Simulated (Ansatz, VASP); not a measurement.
# Ti: VASP beside Ansatz

```
Ti
1.0
    -1.66259    1.66259    1.66259
     1.66259   -1.66259    1.66259
     1.66259    1.66259   -1.66259
Ti
1
Direct
  0.00000 0.00000 0.00000
```

Change from the starting cell: volume scaled by 1.04, crystal datasets.

Alike in both runs: task electric field gradients; functional PBEsol; k mesh 17 × 17 × 17; occupations fermi-dirac, width 0.08 eV; no spin polarisation.

|  | VASP | Ansatz |
| --- | --- | --- |
| version | VASP 6.6.1 | Ansatz 0.2.0 |
| potentials or method | VASP PAW PBE potentials, release 64 (Ti_sv), cutoff 520 eV | all-electron PAW with datasets made for the crystal, scalar-relativistic |

Ansatz gave:

| Quantity | Value |
| --- | --- |
| pressure (GPa) | -9.8 |
| Vzz of the field gradient on the site that differs most (V/Å²) | 0.0 |

**Question.** Which values does VASP return?

**Answer.** Pressure (GPa): -9.9; Vzz of the field gradient on the site that differs most (V/Å²): 0.0.

Ansatz ran all-electron here, so the differences hold the error of VASP's frozen core and of both bases.

Caveats: the PAW data sets were made with another functional, which shifts forces and pressure a little (VASP).
